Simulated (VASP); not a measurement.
These are PBE0 hybrid, VASP's PBE PAW potentials (set 64) (plane waves; VASP) values and carry that method's errors.

The input files of a VASP run:

POSCAR:
```
AlSb
1.0
  0.0000000000   3.1468522904   3.1468522904
  3.1468522904   0.0000000000   3.1468522904
  3.1468522904   3.1468522904   0.0000000000
Al Sb
1 1
Cart
  0.0000000000   0.0000000000   0.0000000000
  1.5734261452   1.5734261452   1.5734261452
```

**INCAR**
```
SYSTEM = AlSb
PREC = Accurate; ENCUT = 520; LREAL = .FALSE.
LASPH = .TRUE.; ISYM = 3
EDIFF = 1E-6; NELM = 60; ALGO = Normal
LMAXMIX = 4
ISMEAR = 0; SIGMA = 0.05
GGA = PE; LHFCALC = .TRUE.; AEXX = 0.25
HFRCUT = -1; PRECFOCK = Fast
ISIF = 2
LWAVE = .FALSE.; LCHARG = .FALSE.
```

File KPOINTS:
```
Automatic mesh
0
Gamma
6 6 6
0 0 0
```

POTCAR, in this order: Al Sb (PBE.64 set). Program: vasp_std. Read from the step before: WAVECAR.

The resulting files:

**OUTCAR**
```
 ion  position               nearest neighbor table
   1  0.000  0.000  0.000-   2 2.73   2 2.73   2 2.73   2 2.73
   2  0.250  0.250  0.250-   1 2.73   1 2.73   1 2.73   1 2.73
  LATTYP: Found a face centered cubic cell.
 ALAT       =     6.2937045808
 Subroutine PRICEL returns:
 Original cell was already a primitive cell.
 Subroutine GETGRP returns: Found 24 space group operations
The static configuration has the point symmetry T_d .
The dynamic configuration has the point symmetry T_d .
 Subroutine INISYM returns: Found 24 space group operations
 Subroutine IBZKPT returns following result:
 Found     16 irreducible k-points:

 Following reciprocal coordinates:
            Coordinates               Weight
  0.000000  0.000000  0.000000      1.000000
  0.166667  0.000000  0.000000      8.000000
  0.333333  0.000000  0.000000      8.000000
  0.500000  0.000000  0.000000      4.000000
  0.166667  0.166667  0.000000      6.000000
  0.333333  0.166667  0.000000     24.000000
  0.500000  0.166667  0.000000     24.000000
 -0.333333  0.166667  0.000000     24.000000
 -0.166667  0.166667  0.000000     12.000000
...
```

### OSZICAR
```
       N       E                     dE             d eps       ncg     rms          rms(c)
DAV:   1    -0.106055084549E+02   -0.10606E+02   -0.24361E+00   256   0.116E+01    0.207E+01
DAV:   2    -0.106241076783E+02   -0.18599E-01   -0.58859E-02   304   0.271E+00    0.140E+01
DAV:   3    -0.106230114654E+02    0.10962E-02   -0.17880E-03   376   0.333E-01    0.881E+00
DAV:   4    -0.106224432396E+02    0.56823E-03   -0.39769E-04   280   0.115E-01    0.525E+00
DAV:   5    -0.106222610653E+02    0.18217E-03   -0.15047E-04   288   0.705E-02    0.312E+00
DAV:   6    -0.106222053507E+02    0.55715E-04   -0.40587E-05   288   0.395E-02    0.185E+00
DAV:   7    -0.106221898866E+02    0.15464E-04   -0.10655E-05   296   0.221E-02    0.110E+00
DAV:   8    -0.106221873745E+02    0.25120E-05   -0.33810E-06   280   0.129E-02    0.652E-01
DAV:   9    -0.106221884385E+02   -0.10640E-05   -0.10847E-06   160   0.778E-03    0.387E-01
DAV:  10    -0.106221900386E+02   -0.16001E-05   -0.56392E-07   144   0.602E-03    0.229E-01
DAV:  11    -0.106221913466E+02   -0.13079E-05   -0.21847E-07   152   0.406E-03    0.134E-01
DAV:  12    -0.106221922505E+02   -0.90396E-06   -0.10277E-07   144   0.287E-03
   1 F= -.10622192E+02 E0= -.10622192E+02  d E =-.274403E-13
```

File OUTCAR:
```
------------------------ aborting loop because EDIFF is reached ----------------------------------------
  FORCE on cell =-STRESS in cart. coord.  units (eV):
  Direction    XX          YY          ZZ          XY          YZ          ZX
  --------------------------------------------------------------------------------------
  Total       -1.3798097     -1.3798097     -1.3798097      0.0000000     -0.0000000      0.0000000
  in kB      -35.4707782    -35.4707782    -35.4707782      0.0000000     -0.0000000      0.0000000
  external PRESSURE =     -35.4707782 kB  Pullay stress =       0.0000000 kB
  volume of cell :       62.32
      direct lattice vectors                 reciprocal lattice vectors
     0.000000000  3.146852290  3.146852290    -0.158888932  0.158888932  0.158888932
     3.146852290  0.000000000  3.146852290     0.158888932 -0.158888932  0.158888932
     3.146852290  3.146852290  0.000000000     0.158888932  0.158888932 -0.158888932
 POSITION                                       TOTAL-FORCE (eV/Angst)
 -----------------------------------------------------------------------------------
      0.00000      0.00000      0.00000        -0.000000     -0.000000      0.000000
      1.57343      1.57343      1.57343         0.000000      0.000000     -0.000000
 -----------------------------------------------------------------------------------
    total drift:                               -0.000000     -0.000000     -0.000000
  FREE ENERGIE OF THE ION-ELECTRON SYSTEM (eV)
  ---------------------------------------------------
  free  energy   TOTEN  =       -10.6221922505 eV

  energy  without entropy=      -10.6221922505  energy(sigma->0) =      -10.62219225

  exchange ACFDT corr.  =         0.00000000  see jH, gK, PRB 81, 115126
```
(Selected blocks of OUTCAR.)

OUTCAR:
```
 val. band max:        3.3726550031   @ k =   0.0000   0.0000   0.0000

 cond. band min:       5.7420137784   @ k =   0.0000   0.0000   0.0000


 Fermi energy:         3.6144296180

 k-point     1 :       0.0000    0.0000    0.0000
  band No.  band energies     occupation
      1      -8.0825      2.00000
      2       3.3727      2.00000
      3       3.3727      2.00000
      4       3.3727      2.00000
      5       5.7420      0.00000
      6       7.8236      0.00000
      7       7.8236      0.00000
      8       7.8236      0.00000

 k-point     2 :       0.1667    0.0000    0.0000
  band No.  band energies     occupation
      1      -7.8218      2.00000
      2       1.1818      2.00000
      3       3.0719      2.00000
      4       3.0719      2.00000
      5       6.4239      0.00000
      6       8.2761      0.00000
      7       8.2761      0.00000
      8       8.8726      0.00000

 k-point     3 :       0.3333    0.0000    0.0000
  band No.  band energies     occupation
      1      -7.1568      2.00000
      2      -1.2681      2.00000
      3       2.6199      2.00000
      4       2.6199      2.00000
      5       5.9806      0.00000
      6       8.5926      0.00000
      7       8.5926      0.00000
      8      11.3201      0.00000

 k-point     4 :       0.5000    0.0000    0.0000
  band No.  band energies     occupation
      1      -6.6678      2.00000
      2      -2.3678      2.00000
      3       2.4343      2.00000
      4       2.4343      2.00000
      5       5.7742      0.00000
      6       8.5109      0.00000
      7       8.5109      0.00000
      8      11.4269      0.00000

 k-point     5 :       0.1667    0.1667    0.0000
  band No.  band energies     occupation
      1      -7.7328      2.00000
      2       1.2163      2.00000
      3       2.5452      2.00000
      4       2.5452      2.00000
      5       6.8698      0.00000
      6       7.7349      0.00000
      7       9.1313      0.00000
...
```

Unless said otherwise, spin-orbit coupling is left out, though it shifts the bands of the heavy elements here.

The compound is AlSb in the zinc blende structure. This cell is one point of a volume scan, at 1.03 of the reference volume. The cell's shape comes from a PBE relaxation.
